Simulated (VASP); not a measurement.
# PbSe (Clausthalite) (Fm-3m) in VASP: notebook

The runs below take PbSe (Clausthalite) through relaxation of cell and atoms, with PBE+MBD, PBEsol+D3, PBEsol+D3(BJ).

Everything below comes from runs of VASP 6.6.1. Logs are shortened: lines on timing, memory, paths and dates and some standing lists are left out, and cuts for length are marked.

### Step 1. The structure

Symmetry: Fm-3m, No. 225, cubic system. Conventional cell: a = 6.121 Å, b = 6.121 Å, c = 6.121 Å, α = 90.00°, β = 90.00°, γ = 90.00°. Around Pb (site symmetry m-3m) lie 6 Se at 3.06 Å. Se (site symmetry m-3m) has 6 Pb at 3.06 Å as nearest neighbours.

### Step 2. Relaxation of cell and atoms, PBE+MBD

Contents of INCAR:

```
PREC = Accurate
ENCUT = 600
EDIFF = 1E-6
ISMEAR = -1
SIGMA = 0.05
LREAL = F
LASPH = T
NELM = 100
ALGO = Normal
ISIF = 3
LWAVE = F
LCHARG = F
GGA = PE
IVDW = 202
IBRION = 2
NSW = 60
EDIFFG = -0.01
```

Contents of KPOINTS:

```
regular mesh
0
Gamma
  8 8 8
```

Contents of POSCAR:

```
PbSe
1.0
    0.0000000000      3.0606500000      3.0606500000
    3.0606500000      0.0000000000      3.0606500000
    3.0606500000      3.0606500000      0.0000000000
Pb Se
1 1
Direct
    0.0000000000      0.0000000000      0.0000000000
    0.5000000000      0.5000000000      0.5000000000
```

Potentials or basis: VASP PAW PBE potentials, release 64 (Pb_d, Se).

Command:

```sh
$ cat potpaw_PBE.64/Pb_d/POTCAR potpaw_PBE.64/Se/POTCAR > POTCAR
$ mpirun -np 1 vasp_std > vasp.out
```

OUTCAR:

```text
PREC = Accurate
   ENCUT = 600
   EDIFF = 1E-6
   ISMEAR = -1
   LREAL = F
   LASPH = T
   NELM = 100
   ISIF = 3
   GGA = PE
   IVDW = 202
   IBRION = 2
   NSW = 60
   EDIFFG = -0.01
  IVDW = 202

 ion  position               nearest neighbor table
   1  0.000  0.000  0.000-   2 3.06   2 3.06   2 3.06   2 3.06   2 3.06   2 3.06
   2  0.500  0.500  0.500-   1 3.06   1 3.06   1 3.06   1 3.06   1 3.06   1 3.06

  LATTYP: Found a face centered cubic cell.
 ALAT       =     6.1213000000

  Lattice vectors:

 A1 = (   0.0000000000,   3.0606500000,   3.0606500000)
 A2 = (   3.0606500000,   0.0000000000,   3.0606500000)
 A3 = (   3.0606500000,   3.0606500000,   0.0000000000)

Analysis of symmetry for initial positions (statically):
=====================================================================
 Subroutine PRICEL returns:
 Original cell was already a primitive cell.

 Routine SETGRP: Setting up the symmetry group for a
 face centered cubic supercell.

 Subroutine GETGRP returns: Found 48 space group operations
 (whereof 48 operations were pure point group operations)
 out of a pool of 48 trial point group operations.

The static configuration has the point symmetry O_h .

Analysis of symmetry for dynamics (positions and initial velocities):
=====================================================================
 Subroutine PRICEL returns:
 Original cell was already a primitive cell.

 Routine SETGRP: Setting up the symmetry group for a
 face centered cubic supercell.

 Subroutine GETGRP returns: Found 48 space group operations
 (whereof 48 operations were pure point group operations)
 out of a pool of 48 trial point group operations.

The dynamic configuration has the point symmetry O_h .

 Subroutine INISYM returns: Found 48 space group operations
 (whereof 48 operations are pure point group operations),
 and found     1 'primitive' translations

----------------------------------------------------------------------------------------

                                     Primitive cell

  volume of cell :      57.3418

  direct lattice vectors                    reciprocal lattice vectors
     0.000000000  3.060650000  3.060650000    -0.163363991  0.163363991  0.163363991
     3.060650000  0.000000000  3.060650000     0.163363991 -0.163363991  0.163363991
     3.060650000  3.060650000  0.000000000     0.163363991  0.163363991 -0.163363991

  length of vectors
     4.328412740  4.328412740  4.328412740     0.282954733  0.282954733  0.282954733

  position of ions in fractional coordinates (direct lattice)
     0.000000000  0.000000000  0.000000000
     0.500000000  0.500000000  0.500000000

[... 103 lines left out ...]
   AEXX    =    0.0000 exact exchange contribution
   IVDW    =   202    specifies the selected vdW correction
   LEPSILON=     F    determine dielectric tensor
   LRPA    =     F    only Hartree local field effects (RPA)
 conjugate gradient relaxation of ions
 non-spin polarized calculation
  energy-cutoff  :      600.00
  volume of cell :       57.34
 maximum number of plane-waves:      1930
   NGX = 17   NGY = 17   NGZ = 17

--------------------------------------- Ionic step        1  -------------------------------------------

 number of electron      20.0000001 magnetization

 Free energy of the ion-electron system (eV)
  ---------------------------------------------------
  ext. energy  EPLUGINS =         0.00000000
  ---------------------------------------------------
  free energy    TOTEN  =        -8.17847142 eV

  energy without entropy =       -8.17815454  energy(sigma->0) =       -8.17831298

------------------------ aborting loop because EDIFF is reached ----------------------------------------

  Tkatchenko/Scheffler method for vdW energy calculation

  Edisp (eV):   -0.56290
[... 31 lines left out ...]
--------------------------------------- Ionic step        2  -------------------------------------------

 number of electron      20.0000002 magnetization

 E-fermi :   4.9625     XC(G=0):  -9.4287

 val. band max:        4.7809095551   @ k =   0.5000   0.0000   0.0000
 cond. band min:       5.1439527375   @ k =   0.5000   0.0000   0.0000
 fundamental gap:      0.3630431823
 Fermi energy:         4.9624763412

 k-point     1 :       0.0000    0.0000    0.0000
  band No.  band energies     occupation
      1     -12.0033      2.00000
      2     -12.0033      2.00000
      3     -12.0033      2.00000
      4     -11.9982      2.00000
      5     -11.9982      2.00000
      6      -8.6111      2.00000
      7      -1.5410      2.00000
      8       3.0192      2.00000
      9       3.0192      2.00000
     10       3.0192      2.00000
     11       9.4602      0.00000
     12       9.4602      0.00000
     13       9.4602      0.00000
     14      11.3619      0.00000
[... 430 lines left out ...]
--------------------------------------- Ionic step        3  -------------------------------------------

 number of electron      20.0000002 magnetization

 Free energy of the ion-electron system (eV)
  ---------------------------------------------------
  ext. energy  EPLUGINS =         0.00000000
  ---------------------------------------------------
  free energy    TOTEN  =        -8.19052729 eV

  energy without entropy =       -8.19031578  energy(sigma->0) =       -8.19042153

 E-fermi :   5.0194     XC(G=0):  -9.4515

 val. band max:        4.8456740844   @ k =   0.5000   0.0000   0.0000
 cond. band min:       5.1929795117   @ k =   0.5000   0.0000   0.0000
 fundamental gap:      0.3473054273
 Fermi energy:         5.0193662259

 k-point     1 :       0.0000    0.0000    0.0000
  band No.  band energies     occupation
      1     -11.9509      2.00000
      2     -11.9509      2.00000
      3     -11.9509      2.00000
      4     -11.9461      2.00000
      5     -11.9461      2.00000
      6      -8.5916      2.00000
      7      -1.4722      2.00000
      8       3.0577      2.00000
      9       3.0577      2.00000
     10       3.0577      2.00000
     11       9.5325      0.00000
     12       9.5325      0.00000
     13       9.5325      0.00000
     14      11.4121      0.00000
[... 392 lines left out ...]
 [... further k-points ...]

------------------------ aborting loop because EDIFF is reached ----------------------------------------

  Hirshfeld charges:
            ion         q(e)
   ------------------------------
      1     Pb       0.23923338
      2     Se      -0.23923338

  Tkatchenko/Scheffler method for vdW energy calculation

  Edisp (eV):   -0.55359

  FORCE on cell =-STRESS in cart. coord.  units (eV):
  Direction    XX          YY          ZZ          XY          YZ          ZX
  --------------------------------------------------------------------------------------
  -------------------------------------------------------------------------------------
  Total      -0.01126    -0.01126    -0.01126    -0.00000     0.00000     0.00000
  in kB      -0.30922    -0.30922    -0.30922    -0.00000     0.00000     0.00000
  external pressure =       -0.31 kB  Pullay stress =        0.00 kB
[... 17 lines left out ...]
  FREE ENERGIE OF THE ION-ELECTRON SYSTEM (eV)
  ---------------------------------------------------
  free  energy   TOTEN  =        -8.7441154826 eV

  energy  without entropy=       -8.7439039684  energy(sigma->0) =       -8.74400973

 reached required accuracy - stopping structural energy minimisation
```

OSZICAR:

```text
N       E                     dE             d eps       ncg     rms          rms(c)
DAV:   1     0.166163327809E+03    0.16616E+03   -0.10605E+04   812   0.163E+03
DAV:   2     0.538077652977E+01   -0.16078E+03   -0.15755E+03   854   0.371E+02
DAV:   3    -0.814883084043E+01   -0.13530E+02   -0.13473E+02  1076   0.111E+02
DAV:   4    -0.845631128410E+01   -0.30748E+00   -0.30724E+00   884   0.194E+01
[... 20 lines left out ...]
DAV:   2    -0.819115932997E+01    0.39026E-02   -0.79042E-03   998   0.166E+00    0.133E-01
DAV:   3    -0.819051110603E+01    0.64822E-03   -0.29418E-03  1010   0.941E-01    0.247E-02
DAV:   4    -0.819052450667E+01   -0.13401E-04   -0.67320E-05   830   0.907E-02    0.915E-03
DAV:   5    -0.819052699421E+01   -0.24875E-05   -0.89935E-06   994   0.439E-02    0.445E-03
DAV:   6    -0.819052729148E+01   -0.29728E-06   -0.57136E-07   430   0.133E-02
   3 F= -.87441155E+01 E0= -.87440097E+01  d E =-.274241E-02
```

It took 2.6 min on 1 thread of Intel Xeon Platinum 8175M at 2.50GHz (Skylake/Cascade Lake), shared host; peak memory 0.22 GiB.

What came out:

| Item | Value |
| --- | --- |
| Free energy | -8.7441 eV |
| Relaxed volume | 29.16 Å³/atom |
| Relaxed cell | a = 4.353 Å, b = 4.353 Å, c = 4.353 Å, α = 60.00°, β = 60.00°, γ = 60.00° |
| Space group after relaxing (to 0.05 Å) | Fm-3m (No. 225) |
| Energy gained by relaxing | 1.4 meV/atom |
| Ionic steps | 3 |
| Pressure after relaxing | 0.0 GPa |
| Band gap on the k mesh | 0.35 eV, direct |
| Hirshfeld charges | Pb +0.24; Se -0.24 e |
| Dispersion energy per atom | -0.277 eV |

The path:
| step | energy change (eV) | largest force (eV/Å) | pressure (GPa) | volume (Å³) |
| --- | --- | --- | --- | --- |
| 1 | 0.0000 | 0.0000 | 0.86 | 57.34 |
| 2 | -0.0025 | 0.0000 | -0.30 | 58.62 |
| 3 | -0.0027 | 0.0000 | -0.03 | 58.33 |

Final structure:
```
Pb Se
1.0
     0.00000    3.07812    3.07812
     3.07812    0.00000    3.07812
     3.07812    3.07812    0.00000
Pb Se
1 1
Direct
  0.00000 0.00000 0.00000
  0.50000 0.50000 0.50000
```

Caveat: spin-orbit coupling is left out, which as a rule narrows the gap of such compounds by several tenths of an eV.

### Step 3. Relaxation of cell and atoms, PBEsol+D3

Contents of INCAR:

```
SYSTEM = PbSe
  PREC = Accurate
  ENCUT = 600
  EDIFF = 1E-6
  ISMEAR = -1
  SIGMA = 0.05
  LREAL = .FALSE.
  LASPH = .TRUE.
  NELM = 60
  ALGO = Normal
  ISIF = 3
  LWAVE = .FALSE.
  LCHARG = .FALSE.
  GGA = PS
  IVDW = 11
  IBRION = 2
  NSW = 40
  EDIFFG = -0.005
```

Contents of KPOINTS:

```
regular mesh
0
G
  8 8 8
  0 0 0
```

POSCAR is that of step 2.

Potentials or basis: VASP PAW PBE potentials, release 64 (Pb_d, Se).

Command:

```sh
$ cat potpaw_PBE.64/Pb_d/POTCAR potpaw_PBE.64/Se/POTCAR > POTCAR
$ mpirun -np 1 vasp_std > vasp.out
```

Wall time 84 s (1 thread of Intel Xeon Platinum 8175M at 2.50GHz (Skylake/Cascade Lake), shared host); peak memory 0.22 GiB.

Results (log left out):

```yaml
Free_energy: -9.3120 eV
Relaxed_volume: 27.88 Å³/atom
Relaxed_cell: a = 4.288 Å, b = 4.288 Å, c = 4.288 Å, α = 60.00°, β = 60.00°, γ = 60.00°
Space_group_after_relaxing_to_0.05_Å: Fm-3m (No. 225)
Energy_gained_by_relaxing: 3.6 meV/atom
Ionic_steps: 3
Pressure_after_relaxing: 0.0 GPa
Band_gap_on_the_k_mesh: 0.11 eV, direct
Dispersion_energy_per_atom: -0.199 eV
```

The path:
```tsv
step	energy change (eV)	largest force (eV/Å)	pressure (GPa)	volume (Å³)
1	0.0000	0.0000	-1.43	57.34
2	-0.0063	0.0000	0.52	55.25
3	-0.0072	0.0000	0.00	55.77
```

Final structure:
```xyz
2
Lattice="0.0000 3.0324 3.0324 3.0324 0.0000 3.0324 3.0324 3.0324 0.0000" Properties=species:S:1:pos:R:3 pbc="T T T"
Pb    0.0000    0.0000    0.0000
Se    3.0324    3.0324    3.0324
```

Levels at points of the mesh, in eV from the valence-band top:
| k point | band 7 | band 8 | band 9 | band 10 | band 11 | band 12 | band 13 | band 14 |
| --- | --- | --- | --- | --- | --- | --- | --- | --- |
| (0.00, 0.00, 0.00) | -6.31 | -2.02 | -2.02 | -2.02 | 4.71 | 4.71 | 4.71 | 6.36 |
| (0.50, 0.00, 0.00) | -9.02 | -1.59 | -1.59 | 0.00 | 0.11 | 1.56 | 1.56 | 8.42 |
| (0.50, 0.50, 0.00) | -7.48 | -5.29 | -3.45 | -3.45 | 3.44 | 5.67 | 5.67 | 6.10 |

Caveat: the PAW data sets were made with another functional, which shifts forces and pressure a little; spin-orbit coupling is left out, which as a rule narrows the gap of such compounds by several tenths of an eV.

### Step 4. Relaxation of cell and atoms, PBEsol+D3(BJ)

Contents of INCAR:

```
  ALGO = Normal
  EDIFF = 1E-6
  EDIFFG = -0.01
  ENCUT = 600
  GGA = PS
  IBRION = 2
  ISIF = 3
  ISMEAR = -1
  IVDW = 12
  LASPH = T
  LCHARG = F
  LREAL = F
  LWAVE = F
  NELM = 60
  NSW = 60
  PREC = Accurate
  SIGMA = 0.05
```

Contents of KPOINTS:

```
k-points
0
Gamma
  8 8 8
```

POSCAR is that of step 3.

Command:

```sh
$ cat potpaw_PBE.64/Pb_d/POTCAR potpaw_PBE.64/Se/POTCAR > POTCAR
$ mpirun -np 1 vasp_std > vasp.out
```

It took 68 s on 1 thread of Intel Xeon Platinum 8175M at 2.50GHz (Skylake/Cascade Lake), shared host; peak memory 0.23 GiB.

It converged, with:

* Free energy: -9.6551 eV
* Relaxed volume: 27.32 Å³/atom
* Relaxed cell: a = 4.260 Å, b = 4.260 Å, c = 4.260 Å, α = 60.00°, β = 60.00°, γ = 60.00°
* Space group after relaxing (to 0.05 Å): Fm-3m (No. 225)
* Energy gained by relaxing: 11.0 meV/atom
* Ionic steps: 3
* Pressure after relaxing: 0.0 GPa
* Band gap on the k mesh: 0.03 eV, direct
* Dispersion energy per atom: -0.376 eV

The path:
| step | energy change (eV) | largest force (eV/Å) | pressure (GPa) | volume (Å³) |
| --- | --- | --- | --- | --- |
| 1 | 0.0000 | 0.0000 | -2.52 | 57.34 |
| 2 | -0.0189 | 0.0000 | 1.07 | 53.68 |
| 3 | -0.0220 | 0.0000 | -0.01 | 54.65 |

Final structure:
```
CELL_PARAMETERS angstrom
0.00000 3.01194 3.01194
3.01194 0.00000 3.01194
3.01194 3.01194 0.00000
ATOMIC_POSITIONS crystal
Pb 0.00000 0.00000 0.00000
Se 0.50000 0.50000 0.50000
```

Levels at points of the mesh, in eV from the valence-band top:
| k point | band 6 | band 7 | band 8 | band 9 | band 10 | band 11 | band 12 | band 13 | band 14 |
| --- | --- | --- | --- | --- | --- | --- | --- | --- | --- |
| (0.00, 0.00, 0.00) | -14.08 | -6.30 | -2.14 | -2.14 | -2.14 | 4.74 | 4.74 | 4.74 | 6.30 |
| (0.50, 0.00, 0.00) | -12.88 | -9.17 | -1.69 | -1.69 | 0.00 | 0.03 | 1.49 | 1.49 | 8.42 |
| (0.50, 0.50, 0.00) | -12.42 | -7.54 | -5.49 | -3.60 | -3.60 | 3.33 | 5.72 | 5.72 | 6.17 |

Caveat: the PAW data sets were made with another functional, which shifts forces and pressure a little; spin-orbit coupling is left out, which as a rule narrows the gap of such compounds by several tenths of an eV.

### Step 5. The reference run

An earlier run on the cell as given: functional PBEsol; potentials or basis VASP PAW PBE potentials, release 64 (Pb_d, Se); cutoff 520 eV; k mesh 8 × 8 × 8; occupations fermi-dirac, width 0.05 eV; no spin polarisation.

* Pressure: -0.5 GPa
* Band gap on the k mesh: 0.20 eV, direct

### Step 6. Overview

| task | level | cell | cutoff (eV) | ladder | gap on the mesh (eV) | pressure (GPa) | relaxed volume (Å³/atom) |
| --- | --- | --- | --- | --- | --- | --- | --- |
| relaxation of cell and atoms | PBE+MBD | relaxed | 600 | - | 0.35 | 0.0 | 29.16 |
| relaxation of cell and atoms | PBEsol+D3 | relaxed | 600 | - | 0.11 | 0.0 | 27.88 |
| relaxation of cell and atoms | PBEsol+D3(BJ) | relaxed | 600 | - | 0.03 | 0.0 | 27.32 |
| single point | PBEsol | as given | 520 | free | 0.20 | -0.5 | - |

Alike in all rows: potentials or basis VASP PAW PBE potentials, release 64 (Pb_d, Se); no spin polarisation; k mesh 8 × 8 × 8; smearing fermi-dirac 0.05 eV.

Caveats: spin-orbit coupling is left out, which as a rule narrows the gap of such compounds by several tenths of an eV; the PAW data sets were made with another functional, which shifts forces and pressure a little (some runs).

Total energies depend on the potentials used, so only differences within one code and one set of settings carry meaning.

### Step 7. Against experiment

Step 2. The cell as given is a measured one (28.67 Å³/atom); PBE+MBD puts the equilibrium volume +1.7 % from it, thermal expansion not counted.

Step 3. The cell as given is a measured one (28.67 Å³/atom); PBEsol+D3 puts the equilibrium volume -2.7 % from it, thermal expansion not counted.

Step 4. The cell as given is a measured one (28.67 Å³/atom); PBEsol+D3(BJ) puts the equilibrium volume -4.7 % from it, thermal expansion not counted.
